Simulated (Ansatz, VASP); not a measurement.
# Pt: VASP beside Ansatz

```
Pt
1.0
    -1.37754    1.37754    1.37754
     1.37754   -1.37754    1.37754
     1.37754    1.37754   -1.37754
Pt
1
Cartesian
  0.0000 0.0000 0.0000
```

Change from the starting cell: volume scaled by 0.7, LAPW.

Alike in both runs: task single point; functional LDA; k mesh 19 × 19 × 19; occupations fermi-dirac, width 0.1 eV; no spin polarisation.

|  | VASP | Ansatz |
| --- | --- | --- |
| version | VASP 6.6.1 | Ansatz 0.2.0 |
| potentials or method | VASP PAW LDA potentials, release 64 (Pt), cutoff 520 eV | all-electron LAPW, scalar-relativistic |

Ansatz gave:

```
pressure (GPa) : 261.0
```

Question: Estimate VASP's values.

Answer: Pressure (GPa): 266.6.

Ansatz ran all-electron here, so the differences hold the error of VASP's frozen core and of both bases.

Caveats: the cell as given lies far from equilibrium; so large a pressure means that the cell lies far from this level's equilibrium, or that cutoff or potentials fall short (VASP). Spin-orbit coupling is left out, which matters for the levels of Pt.
